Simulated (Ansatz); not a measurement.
CoO:

```
CELL_PARAMETERS angstrom
1.60222 0.92504 2.56647
-1.60222 0.92504 2.56647
0.00000 -1.85008 2.56647
ATOMIC_POSITIONS crystal
Co 0.99898 0.99898 0.99898
O 0.75102 0.75102 0.75102
```

Measurements of this composition are mostly on another form, of space group No. 225.

Base run:

* Program: Ansatz 0.2.0
* Functional: PBEsol
* Potentials or basis: all-electron LAPW, scalar-relativistic
* Cutoff: 455 eV (chosen from the basis error)
* Basis error allowed: 0.001 eV/atom
* k mesh: 10 × 10 × 10
* Occupations: fermi-dirac, width 0.05 eV
* Spin: collinear spin, ferromagnetic start
* Starting moments: [2.0, 0.0] μB

Its results: pressure -7.9 GPa; net moment 2.78 μB per cell; site moments Co +2.36; O +0.32 μB; largest force 0.215 eV/Å.

Question: The run is repeated on the same cell with these changes: potentials or basis from all-electron LAPW, scalar-relativistic to all-electron LAPW, non-relativistic. What comes out?

Answer: Pressure -6.5 GPa; net moment 2.76 μB per cell; site moments Co +2.34; O +0.33 μB; largest force 0.232 eV/Å.

Caveats: a cell with one magnetic atom can't hold antiferromagnetic order, which such compounds often take.
